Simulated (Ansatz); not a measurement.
**Two Ansatz runs on Mo**

The structure comes from a relaxation in the same program, started in the fcc type, and has space group Fm-3m. Whether it is a known phase or the ground state wasn't checked.

First run: DFT, PBE, all-electron PAW with datasets made for the crystal, scalar-relativistic (Ansatz 0.2.0).

Command: `ansatz run input.yaml --threads 1 --pin off --max-ram 2048MiB --backend cpu --events-out ev --progress --plain --runs-dir out` The run took 7 s on 1 thread of Arm Neoverse V2 (shared host), peak memory 0.38 GiB.

```yaml
crystal:
  lattice:
    - [0.0, 2.0010482928, 2.0010482928]
    - [2.0010482928, 0.0, 2.0010482928]
    - [2.0010482928, 2.0010482928, 0.0]
  atoms:
    - { symbol: Mo, position: [0.0, 0.0, 0.0] }
kpoints:
  mp_grid: { grid: [18, 18, 18] }
  band_path:
    path:
      - [0.0, 0.0, 0.0]
      - [0.5, 0.0, 0.5]
      - [0.625, 0.25, 0.625]
      - [0.375, 0.375, 0.75]
      - [0.0, 0.0, 0.0]
      - [0.5, 0.5, 0.5]
      - [0.5, 0.25, 0.75]
      - [0.5, 0.0, 0.5]
    npoints: 8
scf:
  occupations: { method: fermi_dirac, width: 0.05 }
hamiltonian:
  xc: pbe
  pseudopotentials: { kind: all_electron, datasets: crystal }
output:
  forces: true
  stress: true
  eigenvalues: true
  efg: { contact_densities: true }
```

Result: converged; pressure 0.06 GPa; no gap on the k mesh; 6 SCF iterations.

The input is then changed:

```diff
@@ -21,4 +21,5 @@
 scf:
   occupations: { method: fermi_dirac, width: 0.05 }
+  algorithm: density_mixing
 hamiltonian:
   xc: pbe
```

Predict the outcome of the changed run.

It converged; energy at zero smearing 0.0 meV/atom from the first run; pressure 0.06 GPa; no gap on the k mesh; 6 SCF iterations.
